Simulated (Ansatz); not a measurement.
Eigenvalues along a path: CoSi (rocksalt type)

```
CELL_PARAMETERS angstrom
0.00000 2.30452 2.30452
2.30452 0.00000 2.30452
2.30452 2.30452 0.00000
ATOMIC_POSITIONS crystal
Co 0.00000 0.00000 0.00000
Si 0.50000 0.50000 0.50000
```

The cell comes from a relaxation on PAW files under the same functional, begun from a prototype that needn't be the stable phase.

All numbers are PBEsol results (scalar-relativistic) from Ansatz 0.2.0, with a Γ-centred 14×14×14 k mesh, Fermi–Dirac smearing of 0.05 eV, no spin polarisation. Methods: LAPW: all electrons, basis error target 1 meV/atom.

Spin polarisation is left out, though a magnetic state may lie lower.

Path points, in fractions of the reciprocal vectors: Γ (0.000, 0.000, 0.000), X (0.500, 0.000, 0.500), U (0.625, 0.250, 0.625), K (0.375, 0.375, 0.750), L (0.500, 0.500, 0.500), W (0.500, 0.250, 0.750). The distance column jumps between branches of the path. Levels in eV from the Fermi level; bands 9 to 17, counted from the lowest band of the run. The gap is zero, the pressure 0.01 GPa.

```
# k(1/Å) point b9 b10 b11 b12 b13 b14 b15 b16 b17
0.000 Γ -12.45 -2.02 -2.02 -2.02 -1.94 -1.94 4.55 4.55 4.55
0.195 - -12.31 -2.09 -2.09 -2.01 -2.01 -1.92 4.35 4.35 4.52
0.389 - -11.89 -2.51 -2.27 -1.97 -1.97 -1.85 3.79 3.79 4.45
0.584 - -11.21 -3.10 -2.53 -1.87 -1.87 -1.76 2.99 2.99 4.39
0.779 - -10.30 -3.75 -2.80 -1.68 -1.68 -1.65 2.11 2.11 3.96
0.974 - -9.26 -4.37 -3.04 -1.55 -1.39 -1.39 1.24 1.24 2.29
1.168 - -8.26 -4.90 -3.20 -1.49 -0.99 -0.99 0.47 0.47 0.81
1.363 X -7.77 -5.18 -3.26 -1.46 -0.68 -0.68 0.04 0.04 0.25
1.432 - -7.76 -5.17 -3.28 -1.51 -0.69 -0.67 -0.10 0.11 0.31
1.501 - -7.72 -5.14 -3.34 -1.64 -0.70 -0.65 -0.36 0.29 0.38
1.570 - -7.66 -5.10 -3.46 -1.80 -0.71 -0.64 -0.60 0.40 0.56
1.639 - -7.59 -5.04 -3.66 -1.97 -0.88 -0.73 -0.54 0.41 0.88
1.707 - -7.50 -4.97 -3.93 -2.14 -1.04 -0.76 -0.46 0.39 1.24
1.776 - -7.42 -4.88 -4.26 -2.30 -1.11 -0.79 -0.36 0.36 1.63
1.845 U -7.35 -4.78 -4.60 -2.44 -1.12 -0.83 -0.25 0.33 2.04
2.680 K -7.35 -4.78 -4.60 -2.44 -1.12 -0.83 -0.25 0.33 2.04
2.887 - -7.66 -5.12 -4.39 -2.75 -0.99 -0.90 0.22 0.24 3.41
3.093 - -8.78 -4.63 -3.91 -2.88 -1.19 -0.80 0.42 0.88 4.93
3.300 - -10.00 -3.78 -3.39 -2.83 -1.42 -1.02 1.00 1.72 6.41
3.506 - -11.04 -2.96 -2.88 -2.62 -1.65 -1.37 1.84 2.68 6.61
3.713 - -11.82 -2.43 -2.38 -2.33 -1.85 -1.69 2.93 3.63 5.64
3.919 - -12.29 -2.13 -2.08 -2.06 -1.98 -1.90 4.03 4.32 4.85
4.126 Γ -12.45 -2.02 -2.02 -2.02 -1.94 -1.94 4.55 4.55 4.55
4.295 - -12.35 -2.11 -2.04 -2.04 -1.95 -1.95 4.08 4.63 4.63
4.463 - -12.03 -2.37 -2.21 -2.21 -1.83 -1.83 2.96 4.85 4.85
4.632 - -11.50 -2.88 -2.46 -2.46 -1.64 -1.64 1.74 5.15 5.15
4.801 - -10.78 -3.71 -2.70 -2.70 -1.40 -1.40 0.77 5.49 5.49
4.969 - -9.89 -4.83 -2.91 -2.91 -1.17 -1.17 0.17 5.86 5.86
5.138 - -8.87 -6.06 -3.04 -3.04 -1.00 -1.00 -0.13 6.28 6.28
5.307 L -8.13 -6.89 -3.09 -3.09 -0.94 -0.94 -0.22 6.82 6.82
5.444 - -8.09 -6.82 -3.14 -3.07 -0.94 -0.94 -0.24 5.51 5.67
5.582 - -7.99 -6.61 -3.29 -3.00 -0.95 -0.92 -0.30 4.29 4.40
5.720 - -7.82 -6.26 -3.51 -2.93 -0.96 -0.87 -0.38 3.14 3.21
5.857 - -7.62 -5.81 -3.80 -2.88 -0.96 -0.76 -0.46 1.97 2.29
5.995 - -7.40 -5.26 -4.09 -2.95 -0.92 -0.59 -0.52 0.97 1.53
6.133 - -7.22 -4.71 -4.31 -3.18 -0.79 -0.53 -0.38 0.20 0.96
6.270 W -7.15 -4.40 -4.40 -3.38 -0.68 -0.40 -0.25 -0.25 0.72
6.368 - -7.19 -4.60 -4.19 -3.29 -0.68 -0.40 -0.34 -0.17 0.71
6.465 - -7.30 -4.77 -3.97 -3.03 -0.68 -0.43 -0.39 -0.09 0.70
6.563 - -7.43 -4.91 -3.76 -2.67 -0.68 -0.52 -0.37 -0.03 0.67
6.660 - -7.57 -5.03 -3.56 -2.25 -0.68 -0.59 -0.33 0.00 0.61
6.757 - -7.68 -5.11 -3.40 -1.85 -0.68 -0.64 -0.24 0.03 0.52
6.855 - -7.75 -5.16 -3.30 -1.56 -0.68 -0.67 -0.10 0.04 0.37
6.952 X -7.77 -5.18 -3.26 -1.46 -0.68 -0.68 0.04 0.04 0.25
```
